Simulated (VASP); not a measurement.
# ZrH2 (Fm-3m) in VASP: single point with r2SCAN

Aim: the single point of ZrH2 with r2SCAN.

All numbers are computed with VASP 6.6.1; they aren't measurements. Logs are shortened: lines on timing, memory, paths and dates and some standing lists are left out, and cuts for length are marked.

## Step 1: Starting point

The structure is cubic, space group Fm-3m (No. 225). Conventional cell: a = 4.818 Å, b = 4.818 Å, c = 4.818 Å, α = 90.00°, β = 90.00°, γ = 90.00°. Zr (site symmetry m-3m) has 8 H at 2.09 Å as nearest neighbours. H (site symmetry -43m) is surrounded by 4 Zr at 2.09 Å.

The cell is a database's computed one.

## Step 2: Single point, r2SCAN

Input file POSCAR:

```
ZrH2
1.0
    0.0000000000      2.4092300000      2.4092300000
    2.4092300000      0.0000000000      2.4092300000
    2.4092300000      2.4092300000      0.0000000000
Zr H
1 2
Direct
    0.0000000000      0.0000000000      0.0000000000
    0.7500000000      0.7500000000      0.7500000000
    0.2500000000      0.2500000000      0.2500000000
```

Input file INCAR.step1:

```
SYSTEM = ZrH2
PREC = Accurate ; ENCUT = 520
ISMEAR = 1 ; SIGMA = 0.2
LREAL = .FALSE. ; LASPH = .TRUE.
NELM = 100 ; NBANDS = 14
GGA = PE ; ALGO = Normal
EDIFF = 1E-4 ; LWAVE = .TRUE.
LCHARG = .FALSE.
```

Input file INCAR.step2:

```
SYSTEM = ZrH2
PREC = Accurate ; ENCUT = 520
EDIFF = 1E-6 ; ISMEAR = 1
SIGMA = 0.2 ; LREAL = .FALSE.
LASPH = .TRUE. ; NELM = 100
ALGO = Normal ; ISIF = 2
LWAVE = .FALSE. ; LCHARG = .TRUE.
METAGGA = R2SCAN ; LMIXTAU = .TRUE.
LELF = .TRUE. ; LVHAR = .TRUE.
NBANDS = 14 ; ISTART = 1
```

Input file KPOINTS:

```
regular mesh
0
G
  6 6 6
  0 0 0
```

Potentials or basis: VASP PAW PBE potentials, release 64 (Zr_sv, H).

Launch:

```
$ cat potpaw_PBE.64/Zr_sv/POTCAR potpaw_PBE.64/H/POTCAR > POTCAR
$ cp INCAR.step1 INCAR
$ mpirun -np 1 vasp_std > vasp.out
$ cp INCAR.step2 INCAR
$ mpirun -np 1 vasp_std > vasp.out
```

OUTCAR:

```text
SYSTEM = ZrH2
   PREC = Accurate
   ENCUT = 520
   EDIFF = 1E-6
   ISMEAR = 1
   LREAL = .FALSE.
   LASPH = .TRUE.
   NELM = 100
   ISIF = 2
   METAGGA = R2SCAN
   ISTART = 1

 ion  position               nearest neighbor table
   1  0.000  0.000  0.000-   2 2.09   2 2.09   2 2.09   2 2.09   3 2.09   3 2.09   3 2.09   3 2.09

   2  0.750  0.750  0.750-   1 2.09   1 2.09   1 2.09   1 2.09
   3  0.250  0.250  0.250-   1 2.09   1 2.09   1 2.09   1 2.09

  LATTYP: Found a face centered cubic cell.
 ALAT       =     4.8184600000

  Lattice vectors:

 A1 = (   0.0000000000,   2.4092300000,   2.4092300000)
 A2 = (   2.4092300000,   0.0000000000,   2.4092300000)
 A3 = (   2.4092300000,   2.4092300000,   0.0000000000)

Analysis of symmetry for initial positions (statically):
=====================================================================
 Subroutine PRICEL returns:
 Original cell was already a primitive cell.

 Routine SETGRP: Setting up the symmetry group for a
 face centered cubic supercell.

 Subroutine GETGRP returns: Found 48 space group operations
 (whereof 48 operations were pure point group operations)
 out of a pool of 48 trial point group operations.

The static configuration has the point symmetry O_h .

Analysis of symmetry for dynamics (positions and initial velocities):
=====================================================================
 Subroutine PRICEL returns:
 Original cell was already a primitive cell.

 Routine SETGRP: Setting up the symmetry group for a
 face centered cubic supercell.

 Subroutine GETGRP returns: Found 48 space group operations
 (whereof 48 operations were pure point group operations)
 out of a pool of 48 trial point group operations.

The dynamic configuration has the point symmetry O_h .

 Subroutine INISYM returns: Found 48 space group operations
 (whereof 48 operations are pure point group operations),
 and found     1 'primitive' translations

----------------------------------------------------------------------------------------

                                     Primitive cell

  volume of cell :      27.9682

  direct lattice vectors                    reciprocal lattice vectors
     0.000000000  2.409230000  2.409230000    -0.207535188  0.207535188  0.207535188
     2.409230000  0.000000000  2.409230000     0.207535188 -0.207535188  0.207535188
     2.409230000  2.409230000  0.000000000     0.207535188  0.207535188 -0.207535188

  length of vectors
     3.407165741  3.407165741  3.407165741     0.359461489  0.359461489  0.359461489

  position of ions in fractional coordinates (direct lattice)
     0.000000000  0.000000000  0.000000000
     0.750000000  0.750000000  0.750000000
     0.250000000  0.250000000  0.250000000

  ion indices of the primitive-cell ions
   primitive index   ion index
                 1           1
                 2           2
                 3           3

----------------------------------------------------------------------------------------

 KPOINTS: regular mesh

Automatic generation of k-mesh.
 Grid dimensions read from file:
 generate k-points for:    6    6    6

 Generating k-lattice:

  Cartesian coordinates                     Fractional coordinates (reciprocal lattice)
    -0.034589198  0.034589198  0.034589198     0.166666667  0.000000000  0.000000000
     0.034589198 -0.034589198  0.034589198     0.000000000  0.166666667  0.000000000
     0.034589198  0.034589198 -0.034589198     0.000000000  0.000000000  0.166666667

  Length of vectors
     0.059910248  0.059910248  0.059910248

  Shift w.r.t. Gamma in fractional coordinates (k-lattice)
     0.000000000  0.000000000  0.000000000

 Subroutine IBZKPT returns following result:
 ===========================================

 Found     16 irreducible k-points:

 Following reciprocal coordinates:
            Coordinates               Weight
  0.000000  0.000000  0.000000      1.000000
  0.166667  0.000000  0.000000      8.000000
  0.333333  0.000000  0.000000      8.000000
  0.500000  0.000000  0.000000      4.000000
  0.166667  0.166667  0.000000      6.000000
  0.333333  0.166667  0.000000     24.000000
[... 8 lines left out ...]
 -0.333333  0.333333  0.166667     24.000000
 -0.333333  0.500000  0.166667     12.000000
   k-points           NKPTS =     16   k-points in BZ     NKDIM =     16   number of bands    NBANDS=     14
   number of dos      NEDOS =    301   number of ions     NIONS =      3
   total plane-waves  NPLWV =  21952
   dimension x,y,z NGX =    28 NGY =   28 NGZ =   28
   dimension x,y,z NGXF=    56 NGYF=   56 NGZF=   56
   ions per type =               1   2
   NGX,Y,Z   is equivalent  to a cutoff of  13.66, 13.66, 13.66 a.u.
   NGXF,Y,Z  is equivalent  to a cutoff of  27.32, 27.32, 27.32 a.u.
 SYSTEM =  ZrH2
   PREC   = accura    normal or accurate (medium, high low for compatibility)
   ISTART =      1    job   : 0-new  1-cont  2-samecut
   ICHARG =      0    charge: 1-file 2-atom 10-const
   ISPIN  =      1    spin polarized calculation?
   LNONCOLLINEAR =      F non collinear calculations
   LSORBIT =      F    spin-orbit coupling
   LASPH  =      T    aspherical Exc in radial PAW
   ENCUT  =  520.0 eV  38.22 Ry    6.18 a.u.   6.34  6.34  6.34*2*pi/ulx,y,z
   NELM   =    100;   NELMIN=  2; NELMDL=  0     # of ELM steps
   EDIFF  = 0.1E-05   stopping-criterion for ELM
   LREAL  =      F    real-space projection
   EDIFFG = 0.1E-04   stopping-criterion for IOM
   NSW    =      0    number of steps for IOM
   IBRION =     -1    ionic relax: 0-MD 1-quasi-New 2-CG
   NFREE  =      0    steps in history (QN), initial steepest desc. (CG)
   ISIF   =      2    stress and relaxation
   ISYM   =      2    0-nonsym 1-usesym 2-fastsym
   POTIM  = 0.5000    time-step for ionic-motion
   TEBEG  =    0.0;   TEEND  =   0.0 temperature during run
   PSTRESS=    0.0 pullay stress
   NELECT =      14.0000    total number of electrons
   NUPDOWN=      -1.0000    fix difference up-down
   EMIN   =  10.00;   EMAX   =-10.00  energy-range for DOS
   EFERMI =   0.00;   METHOD = LEGACY
   ISMEAR =     1;   SIGMA  =   0.20  broadening in eV -4-tet -1-fermi 0-gaus
   EFERMI_NEDOS =   21; number of points for ismear=-14 and -15
   IALGO  =     38    algorithm
   IMIX   =      4    mixing-type and parameters
     AMIX     =   0.40;   BMIX     =  1.00
     AMIX_MAG =   1.60;   BMIX_MAG =  1.00
  volume/ion in A,a.u.               =       9.32        62.91
  Fermi-wavevector in a.u.,A,eV,Ry     =   1.299858  2.456375 22.988823  1.689631
  Thomas-Fermi vector in A             =   2.431095
   LORBIT       =      0    0 simple, 1 ext, 2 COOP (PROOUT), +10 PAW based schemes
   METAGGA = R2SCAN    functional components
   LHFCALC =     F    Hartree Fock is set to
   AEXX    =    0.0000 exact exchange contribution
   IVDW    =     0    specifies the selected vdW correction
   LEPSILON=     F    determine dielectric tensor
   LRPA    =     F    only Hartree local field effects (RPA)
 non-spin polarized calculation
 Methfessel and Paxton  Order N= 1 SIGMA  =   0.20
  energy-cutoff  :      520.00
  volume of cell :       27.97
 maximum number of plane-waves:       769
 NGX is ok and might be reduce to    28
   NGX = 13   NGY = 13   NGZ = 13

 number of electron      14.0000001 magnetization

 Free energy of the ion-electron system (eV)
  ---------------------------------------------------
  ext. energy  EPLUGINS =         0.00000000
  ---------------------------------------------------
  free energy    TOTEN  =       -31.55450672 eV

  energy without entropy =      -31.55034448  energy(sigma->0) =      -31.55311931

 E-fermi :   8.5824     XC(G=0): -11.8868

 val. band max:        8.5789014589   @ k =   0.1667   0.0000   0.0000
 cond. band min:       8.5876134965   @ k =   0.3333   0.0000   0.0000
 fundamental gap:      0.0087120375
 Fermi energy:         8.5824210035

 k-point     1 :       0.0000    0.0000    0.0000
  band No.  band energies     occupation
      1     -42.6028      2.00000
      2     -19.6538      2.00000
      3     -19.6538      2.00000
      4     -19.6538      2.00000
      5      -1.7060      2.00000
      6       6.7252      2.00000
      7       8.2811      2.05470
      8       8.2811      2.05470
      9       8.2811      2.05470
     10      10.9059     -0.00000
     11      10.9059     -0.00000
     12      19.6544      0.00000
     13      21.3718      0.00000
     14      21.3718      0.00000

 k-point     2 :       0.1667    0.0000    0.0000
  band No.  band energies     occupation
      1     -42.5830      2.00000
      2     -19.8289      2.00000
      3     -19.6742      2.00000
      4     -19.6742      2.00000
      5      -1.0396      2.00000
      6       4.6255      2.00000
      7       8.5789      1.02978
      8       8.5789      1.02978
      9      10.6772     -0.00000
     10      10.6772     -0.00000
     11      11.1745     -0.00000
     12      17.1721      0.00000
     13      22.7781      0.00000
     14      22.7781      0.00000

 k-point     3 :       0.3333    0.0000    0.0000
  band No.  band energies     occupation
      1     -42.5432      2.00000
      2     -20.1632      2.00000
      3     -19.7147      2.00000
      4     -19.7147      2.00000
      5       0.2399      2.00000
      6       3.3637      2.00000
      7       8.5876      0.95607
      8       8.5876      0.95607
      9      11.3309     -0.00000
     10      11.3309     -0.00000
     11      13.2360      0.00000
     12      16.4742      0.00000
     13      19.3345      0.00000
     14      22.6005      0.00000
[... 188 lines left out ...]
 k-point    15 :      -0.3333    0.3333    0.1667
  band No.  band energies     occupation
      1     -42.5036      2.00000
      2     -20.1718      2.00000
      3     -20.0065      2.00000
      4     -19.8219      2.00000
      5       1.8958      2.00000
      6       2.6489      2.00000
      7       6.5054      2.00000
      8       9.6948     -0.00000
      9      11.7173     -0.00000
     10      13.4260      0.00000
     11      14.3673      0.00000
     12      16.3834      0.00000
     13      17.7249      0.00000
     14      20.2674      0.00000

 k-point    16 :      -0.3333    0.5000    0.1667
  band No.  band energies     occupation
      1     -42.4970      2.00000
      2     -20.2026      2.00000
      3     -19.9834      2.00000
      4     -19.8762      2.00000
      5       1.9420      2.00000
      6       2.8788      2.00000
      7       5.7483      2.00000
      8      10.3895     -0.00000
      9      12.5228     -0.00000
     10      13.2299      0.00000
     11      14.6813      0.00000
     12      15.3544      0.00000
     13      18.2337      0.00000
     14      19.8796      0.00000

------------------------ aborting loop because EDIFF is reached ----------------------------------------

  FORCE on cell =-STRESS in cart. coord.  units (eV):
  Direction    XX          YY          ZZ          XY          YZ          ZX
  --------------------------------------------------------------------------------------
  -------------------------------------------------------------------------------------
  Total       -0.3162801     -0.3162801     -0.3162801      0.0000000     -0.0000000      0.0000000
  in kB      -18.1183096    -18.1183096    -18.1183096      0.0000000     -0.0000000      0.0000000
  external PRESSURE =     -18.1183096 kB  Pullay stress =       0.0000000 kB

 VOLUME and BASIS-vectors are now :
 -----------------------------------------------------------------------------
  energy-cutoff  :      520.00
  volume of cell :       27.97
      direct lattice vectors                 reciprocal lattice vectors
     0.000000000  2.409230000  2.409230000    -0.207535188  0.207535188  0.207535188
     2.409230000  0.000000000  2.409230000     0.207535188 -0.207535188  0.207535188
     2.409230000  2.409230000  0.000000000     0.207535188  0.207535188 -0.207535188

 POSITION                                       TOTAL-FORCE (eV/Angst)
 -----------------------------------------------------------------------------------
      0.00000      0.00000      0.00000        -0.000000     -0.000000      0.000000
      3.61384      3.61384      3.61384         0.000000      0.000000      0.000000
      1.20461      1.20461      1.20461        -0.000000     -0.000000     -0.000000
 -----------------------------------------------------------------------------------
    total drift:                               -0.000000     -0.000000      0.000000

  FREE ENERGIE OF THE ION-ELECTRON SYSTEM (eV)
  ---------------------------------------------------
  free  energy   TOTEN  =       -31.5545067235 eV

  energy  without entropy=      -31.5503444789  energy(sigma->0) =      -31.55311931
```

It took 52 s on 1 thread of Intel Xeon Platinum 8259CL at 2.50GHz (Skylake/Cascade Lake), shared host; peak memory 0.16 GiB.

What came out:

| Quantity | Value |
| --- | --- |
| Free energy | -31.5545 eV |
| Pressure | -1.8 GPa |
| Band gap on the k mesh | none (metal or under the smearing width) |

Caveat: the k mesh is coarse (spacing up to 0.38 Å⁻¹), so the values aren't converged; the PAW data sets were made with another functional, which shifts forces and pressure a little.
